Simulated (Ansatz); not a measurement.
# ZnSe: the cost of one run

Computed with Ansatz 0.2.0 (DFT PBEsol, scalar-relativistic, plane waves, PAW, unless a step's input says otherwise).

4 further runs of the same task are left out: 1 that didn't finish, 3 set aside as unsound or not needed.

## Step 1: The starting structure

It takes space group F-43m (No. 216, cubic). Conventional cell: a = 5.633 Å, b = 5.633 Å, c = 5.633 Å, α = 90.00°, β = 90.00°, γ = 90.00°. Around Zn (site symmetry -43m) lie 4 Se at 2.44 Å. Se (site symmetry -43m) is surrounded by 4 Zn at 2.44 Å.

Structure file:

```cif
data_structure
_symmetry_space_group_name_H-M 'F-43m'
_symmetry_Int_Tables_number 216
_cell_length_a 5.6332
_cell_length_b 5.6332
_cell_length_c 5.6332
_cell_angle_alpha 90.000
_cell_angle_beta 90.000
_cell_angle_gamma 90.000
_cell_volume 178.76
loop_
_atom_site_label
_atom_site_type_symbol
_atom_site_symmetry_multiplicity
_atom_site_Wyckoff_symbol
_atom_site_fract_x
_atom_site_fract_y
_atom_site_fract_z
_atom_site_occupancy
Zn1 Zn 4 a 0.00000 0.00000 0.00000 1
Se1 Se 4 c 0.75000 0.75000 0.25000 1
```

It goes back to an entry of the Materials Project.

The unstrained cell was computed beforehand with the same settings: E(σ→0) = -17412.9102 eV for 4 atoms, gap 1.24 eV over the zone.

## Step 2: The cell strained by -2.0 %

The input, input.yaml:

```yaml
crystal:
  lattice:
    - [2.7602911962, 2.7602911962, 0.0]
    - [-2.7602911962, 2.7602911962, 0.0]
    - [0.0, 0.0, 5.7008463072]
  atoms:
    - { symbol: Zn, position: [0.0, 0.0, 0.0] }
    - { symbol: Zn, position: [0.5, 0.5, 0.5] }
    - { symbol: Se, position: [0.5, 0.0, 0.25] }
    - { symbol: Se, position: [0.0, 0.5, 0.75] }
basis:
  ecutwfc: 420
kpoints:
  mp_grid: { grid: [8, 8, 6] }
hamiltonian:
  xc: pbesol
scf:
  occupations: { method: gaussian, width: 0.02 }
output:
  forces: true
  stress: true
  eigenvalues: true
relax:
  adjacent_minimum: "off"
  f_tol: 0.008
  max_steps: 40
  cell: { stress_tol: 0.015, fix: [a, b, gamma] }
```

Started as:

```bash
$ ansatz run input.yaml --threads 1 --pin off --max-ram 2560MiB --backend cpu --events-out ev --progress --plain --runs-dir out
```

**Question.** How long does this run take on 1 thread of Intel Xeon 6975P-C (Granite Rapids), shared host, and how much memory does it need?

About 40 s, with a peak of 0.48 GiB.
